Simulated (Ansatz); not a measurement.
Set up this calculation in Ansatz 0.2.0, as the native input.

- Task: relaxation of cell and atoms
- Functional: r2SCAN
- Potentials or basis: Ansatz PAW
- Cutoff: 500 eV (not typed: the program's choice for these potentials)
- k mesh: 10 × 10 × 4
- Occupations: fermi-dirac, width 0.05 eV
- Spin: no spin polarisation

Al2O3:

```xyz
5
Lattice="3.0175 0.0000 0.0000 -1.5087 2.6132 0.0000 0.0000 0.0000 7.5746" Properties=species:S:1:pos:R:3 pbc="T T T"
Al    0.0000    0.0000    5.4693
Al    0.0000    0.0000    2.1054
O     0.0000    0.0000    3.7873
O     1.5087    0.8711    6.0638
O     0.0000    1.7421    1.5108
```

Measurements of this composition are mostly on another form, of space group No. 167.

The input as run:

input.yaml

```yaml
crystal:
  lattice:
    - [3.017482544, 0.0, 0.0]
    - [-1.508741272, 2.6132165386, 0.0]
    - [0.0, 0.0, 7.5746360022]
  atoms:
    - { symbol: Al, position: [0.0, 0.0, 0.722049] }
    - { symbol: Al, position: [0.0, 0.0, 0.277951] }
    - { symbol: O, position: [0.0, 0.0, 0.5] }
    - { symbol: O, position: [0.6666666667, 0.3333333333, 0.800546] }
    - { symbol: O, position: [0.3333333333, 0.6666666667, 0.199454] }
hamiltonian:
  xc: r2scan
  pseudopotentials: { kind: paw }
kpoints:
  mp_grid: { grid: [10, 10, 4] }
scf:
  occupations: { method: fermi_dirac, width: 0.05 }
output:
  forces: true
  stress: true
  eigenvalues: true
relax:
  f_tol: 0.01
  max_steps: 40
  cell: { stress_tol: 0.05 }
```

Potentials or basis: Ansatz PAW.

Launch:

```console
$ ansatz run input.yaml --threads 2 --pin off --max-ram 5632MiB --backend cpu --events-out ev --progress --plain --runs-dir out
```

It gave:

The relaxed volume is 11.74 Å³/atom. The relaxed cell is a = 2.986 Å, b = 2.986 Å, c = 7.600 Å, α = 90.00°, β = 90.00°, γ = 120.00° and the space group after relaxing (to 0.05 Å) is P-3m1 (No. 164). The energy gained by relaxing is 7.2 meV/atom and the ionic steps are 6. The pressure after relaxing is 0.0 GPa and the band gap on the k mesh is 3.14 eV, direct.

Caveat: the plane-wave basis is chosen anew once the cell has moved, so the energies of steps on either side of that aren't comparable; the PAW data sets come from PBE, with cores solved anew for the run's functional, which leaves a small shift of forces and pressure.

Wall time 23 s on 2 threads of Arm Neoverse V1, on a shared host, peak memory 0.51 GiB.
